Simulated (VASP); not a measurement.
GaN: relaxation of cell and atoms with PBEsol

Crystal: GaN.

```
CELL_PARAMETERS angstrom
0.00000 2.24709 2.24709
2.24709 0.00000 2.24709
2.24709 2.24709 0.00000
ATOMIC_POSITIONS crystal
Ga 0.00000 0.00000 0.00000
N 0.75000 0.75000 0.75000
```

The cell is a database's computed one.

```json
{"Program": "VASP 6.6.1", "Task": "relaxation of cell and atoms", "Functional": "PBEsol", "Potentials or basis": "VASP PAW PBE potentials, release 64 (Ga_d, N)", "Cutoff": "600 eV", "k mesh": "10 × 10 × 10", "Occupations": "gaussian, width 0.03 eV", "Spin": "no spin polarisation", "Further INCAR settings": "ALGO = Normal; EDIFF = 1e-07; IBRION = 2; EDIFFG = -0.005; NSW = 90; ISIF = 3"}
```

- Relaxed volume: 11.35 Å³/atom
- Relaxed cell: a = 3.179 Å, b = 3.179 Å, c = 3.179 Å, α = 60.00°, β = 60.00°, γ = 60.00°
- Space group after relaxing (to 0.05 Å): F-43m (No. 216)
- Energy gained by relaxing: 0.0 meV/atom
- Ionic steps: 3
- Pressure after relaxing: 0.0 GPa
- Band gap on the k mesh: 1.73 eV, direct

Final structure:
```
Ga N
1.0
     0.00000    2.24755    2.24755
     2.24755    0.00000    2.24755
     2.24755    2.24755    0.00000
Ga N
1 1
Cartesian
  0.0000 0.0000 0.0000
  3.3713 3.3713 3.3713
```

Levels at points of the mesh, in eV from the valence-band top:
```
           k point  band 5  band 6  band 7  band 8  band 9  band 10  band 11  band 12  band 13
(0.00, 0.00, 0.00)  -13.08  -13.08    0.00    0.00    0.00     1.73    10.25    10.25    10.25
(0.50, 0.00, 0.00)  -13.03  -11.83   -7.17   -0.99   -0.99     4.62     8.67    10.31    10.31
(0.50, 0.50, 0.00)  -13.00  -11.40   -6.21   -2.76   -2.76     3.23     6.61    11.63    13.96
```

Run time: 18 s on 1 thread of Intel(R) Xeon(R) 6975P-C (Granite Rapids), on a shared host, peak memory 0.17 GiB.

Caveat: the PAW data sets were made with another functional, which shifts forces and pressure a little.
